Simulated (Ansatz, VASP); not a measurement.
**One calculation of AlO, two programs**

```
Al O
1.0
     2.80563    0.00000    0.00000
     0.00000    2.80563    0.00000
     0.00000    0.00000    2.80563
Al O
1 1
Cartesian
  1.4028 1.4028 1.4028
  0.0000 0.0000 0.0000
```

Change from the starting cell: volume scaled by 1.04.

Alike in both runs: task single point; functional PBE; k mesh 10 × 10 × 10; occupations fermi-dirac, width 0.05 eV; no spin polarisation.

|  | VASP | Ansatz |
| --- | --- | --- |
| version | VASP 6.6.1 | Ansatz 0.2.0 |
| potentials or method | VASP PAW PBE potentials, release 64 (Al, O) | Ansatz PAW |
| plane-wave cutoff (eV) | 520 | 420 |
| valence electrons in the cell | 9 | 9 |

|  | VASP | Ansatz | Ansatz less VASP |
| --- | --- | --- | --- |
| gap on the k mesh at the Fermi level (eV) | none | none | - |
| pressure (GPa) | -4.9 | -4.8 | +0.12 |

A gap of «none» marks a metal or a gap that the smearing closes. With one functional, cell and mesh, what is left measures potentials, basis and numerics.

Caveats: an odd number of electrons without spin polarisation forces a metal; a magnetic or distorted state may lie lower; the pressure holds a Pulay correction of +0.6 GPa for the finite cutoff (Ansatz).
